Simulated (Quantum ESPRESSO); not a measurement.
# CoO: equation of state with PBE

CoO:

```xyz
4
Lattice="3.1976 0.0000 0.0000 -1.5988 2.7692 0.0000 0.0000 0.0000 5.2287" Properties=species:S:1:pos:R:3 pbc="T T T"
Co    0.0000    1.8462    2.6319
Co    0.0000    0.0000    0.0182
O     0.0000    1.8462    4.5571
O     0.0000    0.0000    1.9430
```

Measurements of this composition are mostly on another form, of space group No. 225.

```yaml
Program: Quantum ESPRESSO 7.5
Task: equation of state
Functional: PBE
Potentials_or_basis: SSSP 1.3 efficiency PBE
Cutoff: 748 eV
Density_cutoff: 5987 eV
k_mesh: 10 × 10 × 5
Occupations: fermi-dirac, width 0.05 eV
Spin: collinear spin, ferromagnetic start
Starting_moments: "[2.0, 2.0, 0.0, 0.0] μB"
```

- Equilibrium volume: 11.63 Å³/atom
- Bulk modulus at fixed shape and positions: 132 GPa
- Pressure derivative of the bulk modulus: 2.7

Energy against volume, from the lowest point:
| volume (Å³/atom) | energy (meV/atom) |
| --- | --- |
| 10.881 | 21.45 |
| 11.112 | 9.95 |
| 11.344 | 2.89 |
| 11.575 | 0.00 |
| 11.807 | 1.02 |
| 12.038 | 5.61 |
| 12.270 | 13.51 |

All runs of the series together: 7.6 min on 2 threads of Intel(R) Xeon(R) 6975P-C (Granite Rapids), on a shared host.

Caveat: the fit is doubtful: noisy points or a state that changes with volume; the cell was scaled at fixed shape and fractional positions, which overstates the stiffness of a crystal with free parameters, most of all of layers and chains.
